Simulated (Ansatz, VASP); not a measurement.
CuO in VASP and in Ansatz

File INCAR:

```
SYSTEM = CuO
PREC = Accurate
ENCUT = 520
EDIFF = 1E-7
ISMEAR = 0
SIGMA = 0.1
LREAL = .FALSE.
LASPH = .TRUE.
NELM = 60
ALGO = Normal
ISIF = 2
LWAVE = .FALSE.
LCHARG = .TRUE.
GGA = PE
LELF = .TRUE.
LVHAR = .TRUE.
NBANDS = 16
```

The input KPOINTS:

```
Automatic mesh
0
G
  18 18 18
  0 0 0
```

POSCAR

```
CuO
1.0
    0.0000000000      2.1994656552      2.1994656552
    2.1994656552      0.0000000000      2.1994656552
    2.1994656552      2.1994656552      0.0000000000
Cu O
1 1
Direct
    0.0000000000      0.0000000000      0.0000000000
    0.5000000000      0.5000000000      0.5000000000
```

Input for Ansatz:

```yaml
crystal:
  lattice:
    - [0.0, 2.1994656552, 2.1994656552]
    - [2.1994656552, 0.0, 2.1994656552]
    - [2.1994656552, 2.1994656552, 0.0]
  atoms:
    - { symbol: Cu, position: [0.0, 0.0, 0.0] }
    - { symbol: O, position: [0.5, 0.5, 0.5] }
basis:
  ecutwfc: 420
kpoints:
  mp_grid: { grid: [18, 18, 18] }
hamiltonian:
  xc: pbe
scf:
  occupations: { method: gaussian, width: 0.1 }
output:
  forces: true
  stress: true
  eigenvalues: true
```

Alike in both runs: task single point; functional PBE; k mesh 18 × 18 × 18; occupations gaussian, width 0.1 eV; no spin polarisation.

|  | VASP | Ansatz |
| --- | --- | --- |
| version | VASP 6.6.1 | Ansatz 0.2.0 |
| potentials or method | VASP PAW PBE potentials, release 64 (Cu, O) | scalar-relativistic, plane waves, PAW |
| plane-wave cutoff (eV) | 520 | 420 |
| valence electrons in the cell | 17 | 25 |

|  | VASP | Ansatz | Ansatz less VASP |
| --- | --- | --- | --- |
| gap on the k mesh at the Fermi level (eV) | none | none | - |
| pressure (GPa) | -14.7 | -14.7 | -0.04 |

A gap of «none» marks a metal or a gap that the smearing closes. The functional is the same, so the differences come from potentials, cutoffs and numerics. The two sets of potentials don't hold the same shells in valence.

Caveats: an odd number of electrons without spin polarisation forces a metal; a magnetic or distorted state may lie lower; the run has no spin polarisation, though such a crystal can be magnetic; semilocal functionals often make such compounds metallic where correlation or magnetic order opens a gap, which also shifts bond lengths.
